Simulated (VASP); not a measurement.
## From VASP inputs to Ansatz: PbSe (strained zincblende)

INCAR

```
NELM = 120
NSW = 0
GGA = PE
LREAL = .FALSE.
LWAVE = .FALSE.
PREC = Accurate
ISIF = 2
EDIFF = 1E-7
SIGMA = 0.02
IBRION = -1
LCHARG = .FALSE.
ISMEAR = -1
LASPH = .TRUE.
ENCUT = 520
NBANDS = 17
```

KPOINTS

```
KPOINTS created by Atomic Simulation Environment
0
Gamma
6 6 6
0 0 0
```

KPOINTS_OPT

```
special points
8
Reciprocal
0.0000000000 0.0000000000 0.0000000000 1
-0.5000000000 -0.5000000000 0.0000000000 1
-0.3750000000 -0.3750000000 0.2500000000 1
-0.3750000000 0.0000000000 0.3750000000 1
0.0000000000 0.0000000000 0.5000000000 1
-0.5000000000 -0.2500000000 0.2500000000 1
0.2500000000 0.4869790000 -0.2630210000 1
0.0000000000 0.5000000000 0.5000000000 1
```

POSCAR

```
Pb Se
 1.0000000000000000
     0.0328627597000000    3.4232041376000000    3.4232041376000000
     3.4232041376000000    0.0328627597000000    3.4232041376000000
     3.4560668972999999    3.4560668972999999    0.0000000000000000
 Pb  Se
   1   1
Cartesian
  0.0000000000000000  0.0000000000000000  0.0129004145122383
  1.7280334486499997  1.7280334486499997  1.6987016542877618
```

VASP ran with the recommended PBE PAW datasets (20 valence electrons in the cell).

**Question.** Write an Ansatz input for this cell and level of theory.

**Answer.** 

```yaml
crystal:
  lattice:
    - [0.0328627597, 3.4232041376, 3.4232041376]
    - [3.4232041376, 0.0328627597, 3.4232041376]
    - [3.4560668973, 3.4560668973, 0.0]
  atoms:
    - { symbol: Pb, position: [0.0018842602, 0.0018842602, -0.0018842602] }
    - { symbol: Se, position: [0.2481157398, 0.2481157398, 0.2518842602] }
kpoints:
  mp_grid: { grid: [6, 6, 6] }
  band_path:
    path:
      - [0.0, 0.0, 0.0]
      - [-0.5, -0.5, 0.0]
      - [-0.375, -0.375, 0.25]
      - [-0.375, 0.0, 0.375]
      - [0.0, 0.0, 0.5]
      - [-0.5, -0.25, 0.25]
      - [0.25, 0.486979, -0.263021]
      - [0.0, 0.5, 0.5]
    npoints: 1
hamiltonian:
  xc: pbe
scf:
  occupations: { method: fermi_dirac, width: 0.02 }
  n_extra_bands: 4
output:
  forces: true
  stress: true
  eigenvalues: true
```

Other inputs would serve too.

|  | VASP | Ansatz |
| --- | --- | --- |
| gap between bands v and c | 0.62 eV | 0.62 eV |
| least direct gap | 1.15 eV | 1.15 eV |
| pressure | 0.7 GPa | 0.7 GPa |

The two codes use different PAW datasets and cutoffs. VASP's cell holds 20 valence electrons and Ansatz's 30. Ansatz's stress includes a Pulay correction; VASP's doesn't.
